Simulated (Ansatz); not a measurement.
AlRu:

```
CELL_PARAMETERS angstrom
2.99160 0.00000 0.00000
0.00000 2.99160 0.00000
0.00000 0.00000 2.99160
ATOMIC_POSITIONS crystal
Ru 0.50000 0.50000 0.50000
Al 0.00000 0.00000 0.00000
```

Program: Ansatz 0.2.0. Alike in all runs: potentials or basis Ansatz PAW; cell as given.

**Question.** Order these runs on this cell by their pressure, lowest first.
A. level BLYP; spin off; k mesh 9 × 9 × 9; cutoff (eV) 420; smearing fermi-dirac 0.05 eV; points for each segment of the path 14
B. level r2SCAN; spin SOC, no magnetisation; k mesh 7 × 7 × 7; cutoff (eV) 500; smearing fermi-dirac 0.05 eV; points for each segment of the path 14
C. level LDA+U; spin off; U Ru d U = 6 eV; k mesh 9 × 9 × 9; cutoff (eV) 420; smearing fermi-dirac 0.05 eV; hubbard projectors ortho-atomic (the default); double counting fll (the default)
D. level LDA; spin SOC, no magnetisation; k mesh 7 × 7 × 7; cutoff (eV) 420; smearing fermi-dirac 0.05 eV; points for each segment of the path 14
E. level PBE; spin off; k mesh 9 × 9 × 9; cutoff (eV) 420; smearing gaussian 0.013 eV

**Answer.** C (-11.3 GPa), D (-8.1 GPa), B (-2.0 GPa), E (2.5 GPa), A (9.1 GPa).

Caveats: the PAW data sets come from PBE, with cores solved anew for the run's functional, which leaves a small shift of forces and pressure (some runs); the potentials were made for another functional, which shifts forces and pressure (some runs); U without spin polarisation on a metal has little footing (some runs); the U is typed as a test and isn't derived for this compound (some runs); the density of states is complete only up to the lowest level of the last band computed (some runs).

Not every run made on this cell is shown here.
